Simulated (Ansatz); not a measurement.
# La2O3 (P321) in Ansatz: settings compared

Aim: see how the results for La2O3 move with the level of theory and the settings. Levels: PBEsol, r2SCAN. Tasks: relaxation of cell and atoms.

All numbers are computed with Ansatz 0.2.0; they aren't measurements. Logs are shortened: lines on timing, memory, paths and dates and some standing lists are left out, and cuts for length are marked.

## 1. The structure

The structure is trigonal, space group P321 (No. 150). The conventional cell has a = 6.370 Å, b = 6.370 Å, c = 3.290 Å, α = 90.00°, β = 90.00°, γ = 120.00°. Around La (site symmetry 3) lie 6 O at 2.46 to 2.47 Å. Around O (site symmetry 2) lie 4 La at 2.46 to 2.47 Å.

The cell comes from a database or a generator and needn't be the stable form of this composition.

## 2. Relaxation of cell and atoms, PBEsol

The input, input.yaml:

```yaml
crystal:
  lattice:
    - [6.3702727145, 0.0, 0.0]
    - [-3.1851363572, 5.5168179998, 0.0]
    - [0.0, 0.0, 3.2898942108]
  atoms:
    - { symbol: La, position: [0.6666666667, 0.3333333333, 0.498103] }
    - { symbol: La, position: [0.3333333333, 0.6666666667, 0.501897] }
    - { symbol: O, position: [0.504607, 0.0, 0.0] }
    - { symbol: O, position: [0.0, 0.504607, 0.0] }
    - { symbol: O, position: [0.495393, 0.495393, 0.0] }
hamiltonian:
  xc: pbesol
  pseudopotentials: { kind: paw }
kpoints:
  mp_grid: { grid: [5, 5, 8] }
scf:
  occupations: { method: fermi_dirac, width: 0.05 }
output:
  forces: true
  stress: true
  eigenvalues: true
  write_density: true
  write_potential: true
  elf: true
  volumetric_format: npy
relax:
  f_tol: 0.01
  max_steps: 40
  cell: { stress_tol: 0.05 }
```

Potentials or basis: Ansatz PAW.

Started as:

```console
$ ansatz run input.yaml --threads 2 --pin off --max-ram 5632MiB --backend cpu --events-out ev --progress --plain --runs-dir out
```

Output:

```text
Warning: RAYON_NUM_THREADS=2 ignored (pool sized by the plan → 2); use --threads N
Engine: ansatz 0.2.0, x86_64-unknown-linux-gnu
Pseudopotentials: kind: paw
Pseudopotential: La, paw, valence charge 11, recommended cutoff 420 eV (normal), La.paw.azcp
Pseudopotential: O, paw, valence charge 6, recommended cutoff 420 eV (normal), O.paw.azcp
Functional definition: PBEsol
  exchange = pbesol_x
  correlation = pbesol_c
Crystal: 5 atoms, lattice volume = 115.619 Å³
Basis set: ecut = 420 eV, 2279 PW (Γ), exchange–correlation on 90×90×48 points (8 copies of the dense FFT grid, shifted against one another)
Bands: 25, of which v1, the nominal top of the filled ones, is band 20 counted from 1 (19 counted from 0)
Symmetry: 6 space group operations
Space group: P321 (ITA 150), of the structure as read, at distance tolerance 4.9e-5 Å
k-points: 31 of 200 (time reversal used)
Non-local potential: La, projectors of the file, l = 0: 3, l = 1: 2, l = 2: 2, l = 3: 3
Non-local potential: O, projectors of the file, l = 0: 2, l = 1: 2, l = 2: 1
PAW form: soft (Blöchl's): semilocal exchange-correlation on the pseudo side does not see the compensation charge
PAW frozen core: La, regenerated for the run's functional, and the local potential with it (the file was generated under x = pbe(κ = 0.804, μ = 0.2195149727645171), c = pbe(β = 0.06672455060314922))
PAW frozen core: O, regenerated for the run's functional, and the local potential with it (the file was generated under x = pbe(κ = 0.804, μ = 0.2195149727645171), c = pbe(β = 0.06672455060314922))
PAW one-centre angular grid: La, 590 points (default); XC on 64 Gauss nodes
PAW one-centre angular grid: O, 110 points (default); XC on 64 Gauss nodes
Initial density: superposition of atomic densities (neutral atoms: chi_scale 0, normalization atom), corrected by the library's trained network
Initial wavefunctions: pseudopotential atomic-orbital guess
Functional: x = pbesol(κ = 0.804, μ = 0.12345679012345678), c = pbesol(β = 0.046)
SCF iter   1: F=—  HF=-14013.449461 eV  |F-HF|=—  |Δ(HF+E_count)|=         —  Δρ=1.07e-2  dr2=1.18e-1  ethr=1.77e-3  ⟨swp⟩=7.6  Hψ=3876  notcnv=0
preconditioner: auto → Resta (q_TF=auto, 2.286 Å⁻¹)  ε∞=4.0  [insulator: Δε(μ)=1.383 eV  Ē_g=12.053 eV  σ=0.050 eV  W_gap=1.00  n_scr=32 (ndim 8)  ℏωp=20.7 eV  f_vac=0.255  D(μ)=0.00/eV (n_scr^D=0)  ε∞_Penn≈4.0]
SCF iter   2: F=—  HF=-14013.436796 eV  |F-HF|=—  |Δ(HF+E_count)|=   1.27e-2  Δρ=4.91e-3  dr2=2.57e-2  ethr=2.95e-4  ⟨swp⟩=4.1  Hψ=1878  notcnv=0  defer=20
SCF iter   3: F=—  HF=-14013.433478 eV  |F-HF|=—  |Δ(HF+E_count)|=   3.32e-3  Δρ=1.39e-3  dr2=2.81e-3  ethr=6.44e-5  ⟨swp⟩=3.2  Hψ=1262  notcnv=0  defer=20
SCF iter   4: F=—  HF=-14013.438941 eV  |F-HF|=—  |Δ(HF+E_count)|=   5.46e-3  Δρ=2.54e-4  dr2=1.84e-4  ethr=7.03e-6  ⟨swp⟩=3.8  Hψ=1486  notcnv=0  defer=20
SCF iter   5: F=—  HF=-14013.440032 eV  |F-HF|=—  |Δ(HF+E_count)|=   1.09e-3  Δρ=9.29e-5  dr2=2.06e-5  ethr=4.61e-7  ⟨swp⟩=2.5  Hψ=1430  notcnv=0  defer=20
SCF iter   6: F=—  HF=-14013.440118 eV  |F-HF|=—  |Δ(HF+E_count)|=   8.56e-5  Δρ=2.93e-5  dr2=3.06e-6  ethr=5.14e-8  ⟨swp⟩=3.1  Hψ=1506  notcnv=0  defer=20
SCF iter   7: F=—  HF=-14013.440123 eV  |F-HF|=—  |Δ(HF+E_count)|=   5.35e-6  Δρ=8.93e-6  dr2=1.51e-7  ethr=7.64e-9  ⟨swp⟩=2.9  Hψ=1433  notcnv=0  defer=20
[... 73 lines left out ...]
SCF iter   5: F=-14013.480018 eV  HF=-14013.480018 eV  |F-HF|=6.32e-8  |Δ(HF+E_count)|=   2.68e-7  Δρ=2.58e-6  dr2=1.58e-8  ethr=7.75e-11  ⟨swp⟩=7.5  Hψ=5687  notcnv=0
SCF 7 converged in 5 iterations: F = -14013.480018 eV  dr2 = 1.58e-8
relax step   7: F+E_penalty+E_count = -14013.48001800 eV  Δ(F+E_penalty+E_count) = -2.886e-4 eV  max|allowed force component| = 3.147e-5 eV/Å  Δτ_max = 0.0001 Å  P = -0.003 GPa  Ω = 111.888 Å³  energy of the carried Pulay correction = +2.493e-4 eV  (5 SCF iters, dr2 threshold 3.10e-8 eV, accepted)
iter 1 solved again at ethr=1.33e-7 eV; its pass at ethr=3.10e-3 eV (dr2=5.30e-5 eV) is discarded
SCF iter   1: F=—  HF=-14013.479735 eV  |F-HF|=—  |Δ(HF+E_count)|=         —  Δρ=8.88e-6  dr2=2.90e-8  ethr=1.33e-7  ⟨swp⟩=5.0  Hψ=6534  notcnv=0
SCF iter   2: F=—  HF=-14013.479732 eV  |F-HF|=—  |Δ(HF+E_count)|=   3.04e-6  Δρ=4.60e-6  dr2=1.66e-8  ethr=7.25e-11  ⟨swp⟩=3.2  Hψ=1743  notcnv=0
SCF iter   3: F=—  HF=-14013.479732 eV  |F-HF|=—  |Δ(HF+E_count)|=   2.48e-8  Δρ=2.54e-6  dr2=6.21e-9  ethr=4.15e-11  ⟨swp⟩=2.0  Hψ=1054  notcnv=0
SCF iter   4: F=—  HF=-14013.479732 eV  |F-HF|=—  |Δ(HF+E_count)|=   2.04e-8  Δρ=6.82e-7  dr2=8.84e-10  ethr=1.55e-11  ⟨swp⟩=2.1  Hψ=1036  notcnv=0
SCF iter   5: F=—  HF=-14013.479732 eV  |F-HF|=—  |Δ(HF+E_count)|=   3.27e-9  Δρ=2.10e-7  dr2=8.51e-11  ethr=2.21e-12  ⟨swp⟩=2.5  Hψ=1065  notcnv=0
SCF iter   6: F=-14013.479732 eV  HF=-14013.479732 eV  |F-HF|=3.64e-12  |Δ(HF+E_count)|=  1.38e-10  Δρ=9.72e-8  dr2=1.02e-11  ethr=1.00e-12  ⟨swp⟩=9.4  Hψ=4185  notcnv=0
SCF 8 converged in 6 iterations: F = -14013.479732 eV  dr2 = 1.02e-11
relax step   8: F+E_penalty+E_count = -14013.47973246 eV  Δ(F+E_penalty+E_count) = +2.855e-4 eV  max|allowed force component| = 3.118e-5 eV/Å  Δτ_max = 0.0000 Å  P = -0.006 GPa  Ω = 111.888 Å³  stress off target by 6.88e-3 GPa  SCF on the basis re-selected at this cell (its energy is not comparable with the rows above)  (6 SCF iters)
basis re-selected at this cell: Δ(F+E_penalty+E_count) = +2.855e-4 eV, ΔP = -0.003 GPa vs the last step (what re-selecting the basis moved, of the pressure what is left beyond the Pulay correction that the steps carried, after the strain that the cell walked since its last selection, with what the two solves' SCF thresholds leave and, on support functions, any second-order correction that the steps lacked; it is no measure of the basis error at this ecutwfc). This SCF's stress stands 6.88e-3 GPa from its target on what of the cell is left free (relax.cell.stress_tol is 5.00e-2 GPa) and its largest allowed force component is 3.12e-5 eV/Å (relax.f_tol is 1.00e-2 eV/Å): within both
WARN: The input density's exchange-correlation potential varies sharply where the density is thin. Do not read a vacuum level from v_tot or v_xc, or from such a field of the output density. On a cell that repeats whose density bears no net charge and no dipole along the vacuum's axis use v_es (v_loc + v_h of the components); under efield.dipole_correction with no amplitude use v_es + v_field, which holds any external_charges[].barrier, or the levels of the report's work_function block, which leave it out; under a non-zero efield.amplitude the vacuum is tilted and has no level; on a cell that repeats and bears such a dipole with no correction it is tilted too, and efield.dipole_correction with no amplitude gives each side of its ramp a level where efield: is served; in a cell that repeats whose density bears a net charge (total_charge, or a fill off its count) it is curved and has none; of a slab under crystal.periodic whose density bears no net charge use v_es, which has a level on each side, short of where the two are joined; of another it falls or rises all the way out and has none; of a slab beside external_charges read slab_vacuum_level instead, which it has where they leave it neutral. The grid or the basis barely resolves most such structure, and the values can differ between equally converged runs; as a rule a tighter scf.convergence.dr2_threshold does not remove it. Where the density itself ripples (under the LDA too) a higher basis.ecutwfc lessens it. The files hold the spikes' plane waves up to the density's cutoff. Files: v_tot and the like, and their columns of v_z.tsv (output.write_potential); v_xc and the like, and their columns of v_comp_z.tsv (output.write_potential_components); where files of the output density stand in their place, no point of their own thin density is over the threshold below, and this is of outcome.potential() and, of a run that writes arrays (npy), the arrays of these names. Measured: with its Gaussian average of σ = 0.25 Å subtracted twice, the exchange-correlation potential is over 0.1 eV at 203 of the grid points where the equally averaged density (valence and model cores) is under 1e-3 e/Å³, and 2.70 eV at the most among them, at an averaged density of 8.0e-4 e/Å³. See output.write_potential in the manual, Limitations
SCF converged after 6 iterations
Free energy (F): -14013.479732 eV
Harris-Foulkes:  -14013.479732 eV  (|F-HF|=3.64e-12)
Internal energy: -14013.479732 eV  (E = F + TS)
E sigma→0 (E₀):  -14013.479732 eV
Entropy (-TS):   -0.000000 eV (-0.000 meV/atom)
Fermi energy:    6.771074 eV
--- Per-component energies (eV) ---
  E_band       = -174.158984
  E_kinetic    = 911.154825
  E_local      = -2787.783011  (includes V_loc(G=0)·N_el)
  E_nonlocal   = 340.821803
  E_hartree    = 1089.002224
  E_xc         = -497.799354
  E_vxc        = -578.121209  (∫ρ·V_xc dr)
  E_paw        = -11115.334308  (= ΣΔE_a)
  E_vpaw       = -238.242886  (= ΣTr[D̂ρ^β])
  E_aug_tail   = 0.007212  (compensation charges beyond the density's cutoff)
  E_ewald      = -1953.994007
  E_core_change = 0.444883  (= ΣΔE_core)
  E_smearing   = -0.000000  (= −TS)
  E_closure    = -0.000000  (closes the sum)
  Σ components = -14013.479732   (vs F -14013.479732, Δ=0.00e0)
--- Forces (eV/Å), atoms counted from 1 ---
  atom   1  La     0.00000000    -0.00000000    -0.00003118
  atom   2  La    -0.00000000     0.00000000     0.00003118
  atom   3  O     -0.00000356     0.00000000     0.00000000
  atom   4  O      0.00000178    -0.00000308     0.00000000
  atom   5  O      0.00000178     0.00000308    -0.00000000
  max |Σ_I F_I| component: 2.31e-18 eV/Å
--- Stress (GPa, compression-positive) ---
       -0.006884       0.000000      -0.000000
        0.000000      -0.006884       0.000000
       -0.000000       0.000000      -0.004073
  P = ⅓ Tr σ = -0.0059 GPa (-0.059 kbar)
--- Band table (eV; the first three rows and the last of 31) ---
  k-point 0: bands = ["-24.4753", "-24.2525", "-11.5030", "-11.5030", "-9.7819", "-8.0099", "-8.0099", "-7.1989", "-6.8352", "-6.1034", "-6.1034", "2.6915", "3.8011", "3.8011", "3.9898", "3.9898", "4.9788", "4.9788", "5.2160", "5.5239", "7.4655", "9.4682", "9.9524", "9.9524", "10.8075"]
  k-point 1: bands = ["-24.4219", "-24.2068", "-11.3655", "-11.3655", "-10.2639", "-7.9415", "-7.9415", "-7.3133", "-6.8903", "-6.3680", "-6.3680", "3.3233", "3.8794", "3.8794", "4.0513", "4.0513", "4.6418", "4.6418", "5.1202", "5.2715", "7.9259", "9.6962", "10.0792", "10.0792", "10.7514"]
  k-point 2: bands = ["-24.2885", "-24.0935", "-11.1737", "-10.9711", "-10.9711", "-8.2951", "-7.7688", "-7.7688", "-7.0560", "-7.0560", "-6.3728", "3.7237", "3.7237", "4.0972", "4.0972", "4.2974", "4.3984", "4.3984", "4.6336", "5.4125", "8.9385", "10.1301", "10.3055", "10.3055", "10.5333"]
  k-point 30: bands = ["-24.0238", "-23.9904", "-11.7164", "-11.3835", "-10.0188", "-8.4565", "-8.0791", "-7.8495", "-7.5854", "-7.4258", "-6.9668", "3.1036", "3.8125", "3.9899", "3.9993", "4.1233", "4.3314", "4.4316", "5.2482", "5.2928", "10.3675", "10.3979", "10.4364", "10.4768", "10.5265"]
--- Relaxed structure (6 steps of the walk, 5 accepted, 2 SCFs on fresh bases) ---
  F+E_penalty+E_count = -14013.47973246 eV   max|allowed force component| = 3.118e-5 eV/Å   (the final SCF, on the basis selected at the relaxed cell)
  cell:  # Å, volume = 111.8876 Å³
    - [6.303097653242377, -2.8563226137439956e-11, -4.012166115019752e-18]
    - [-3.151548826596452, 5.458642690256259, -2.147683622690103e-18]
    - [-2.0720623223222873e-18, -2.4770534309193347e-18, 3.2519456385342584]
  atoms:
    - { symbol: La, position: [0.6666666666666667, 0.33333333333333326, 0.5000036001623182] }
    - { symbol: La, position: [0.33333333333333326, 0.6666666666666666, 0.49999639983768196] }
    - { symbol: O, position: [0.5000004671822504, 3.037755873193051e-19, -3.2584298139011646e-19] }
    - { symbol: O, position: [-2.269676380304531e-37, 0.5000004671822503, -7.827156576492596e-20] }
    - { symbol: O, position: [0.49999953281774945, 0.49999953281774945, 4.832078263681894e-19] }
```

It took 56 s on 2 threads of Intel Xeon at 2.70GHz, shared host; peak memory 0.45 GiB.

What came out:

| Property | Result |
| --- | --- |
| Free energy | -14013.4797 eV |
| Relaxed volume | 22.38 Å³/atom |
| Relaxed cell | a = 6.303 Å, b = 6.303 Å, c = 3.252 Å, α = 90.00°, β = 90.00°, γ = 120.00° |
| Space group after relaxing (to 0.05 Å) | P6/mmm (No. 191) |
| Energy gained by relaxing | 7.9 meV/atom |
| Ionic steps | 7 |
| Pressure after relaxing | 0.0 GPa |
| Band gap on the k mesh | 1.39 eV, indirect (least direct gap 1.94 eV) |

The path:
```
step  energy change (eV)  largest force (eV/Å)  volume (Å³)
   1              0.0000                0.0442       115.62
   2             -0.0438                0.0118       111.84
   3             -0.0458                0.0025       112.02
   4             -0.0458                0.0001       112.01
   5             -0.0396                0.0001       112.01
   6             -0.0399                0.0000       111.89
   7             -0.0396                0.0000       111.89
```

Final structure:
```
CELL_PARAMETERS angstrom
6.30310 0.00000 0.00000
-3.15155 5.45864 0.00000
0.00000 0.00000 3.25195
ATOMIC_POSITIONS crystal
La 0.66667 0.33333 0.50000
La 0.33333 0.66667 0.50000
O 0.50000 0.00000 0.00000
O 0.00000 0.50000 0.00000
O 0.50000 0.50000 0.00000
```

Caveat: odd divisions of the mesh miss points on the zone boundary, where band edges often lie, so the gap on the mesh can be too wide; the plane-wave basis is chosen anew once the cell has moved, so the energies of steps on either side of that aren't comparable; the pressure holds a Pulay correction of +0.3 GPa for the finite cutoff; spin-orbit coupling is left out, which moves the levels of the heavy elements; the PAW data sets come from PBE, with cores solved anew for the run's functional, which leaves a small shift of forces and pressure.

## 3. Relaxation of cell and atoms, r2SCAN

input.yaml, as its differences from that of step 2:

```diff
@@ -12,3 +12,3 @@
 hamiltonian:
-  xc: pbesol
+  xc: r2scan
   pseudopotentials: { kind: paw }
@@ -22,6 +22,2 @@
   eigenvalues: true
-  write_density: true
-  write_potential: true
-  elf: true
-  volumetric_format: npy
 relax:
```

Potentials or basis: Ansatz PAW.

Started as:

```console
$ ansatz run input.yaml --threads 2 --pin off --max-ram 5632MiB --backend cpu --events-out ev --progress --plain --runs-dir out
```

Run time: 66 s. Hardware: 2 threads of Intel Xeon at 2.70GHz, shared host; peak memory 0.64 GiB.

It converged, with:

- Free energy: -14244.3991 eV
- Relaxed volume: 22.93 Å³/atom
- Relaxed cell: a = 6.355 Å, b = 6.355 Å, c = 3.279 Å, α = 90.00°, β = 90.00°, γ = 120.00°
- Space group after relaxing (to 0.05 Å): P6/mmm (No. 191)
- Energy gained by relaxing: 0.9 meV/atom
- Ionic steps: 4
- Pressure after relaxing: 0.0 GPa
- Band gap on the k mesh: 1.92 eV, indirect (least direct gap 2.42 eV)

The path:
```tsv
step	energy change (eV)	largest force (eV/Å)	volume (Å³)
1	0.0000	0.0384	115.62
2	-0.0044	0.0116	114.60
3	-0.0047	0.0009	114.66
4	-0.0044	0.0009	114.66
```

Final structure:
```
La O
1.0
     6.35463    0.00000    0.00000
    -3.17731    5.50327    0.00000
     0.00000    0.00000    3.27875
La O
2 3
Direct
  0.66667 0.33333 0.49993
  0.33333 0.66667 0.50007
  0.50012 0.00000 0.00000
  0.00000 0.50012 0.00000
  0.49988 0.49988 0.00000
```

Levels at points of the mesh, in eV from the valence-band top:
```
            k point  band 16  band 17  band 18  band 19  band 20  band 21  band 22  band 23  band 24  band 25
 (0.00, 0.00, 0.00)    -1.96    -1.02    -1.02    -0.75    -0.50     1.92     3.87     4.52     4.52     5.31
(0.00, 0.00, -0.50)    -1.53    -1.22    -1.22    -0.36     0.00     4.76     4.82     4.87     4.87     4.90
```

Caveat: the magnetic or orbital state may not be the lowest; odd divisions of the mesh miss points on the zone boundary, where band edges often lie, so the gap on the mesh can be too wide; the plane-wave basis is chosen anew once the cell has moved, so the energies of steps on either side of that aren't comparable; spin-orbit coupling is left out, which moves the levels of the heavy elements; the PAW data sets come from PBE, with cores solved anew for the run's functional, which leaves a small shift of forces and pressure.
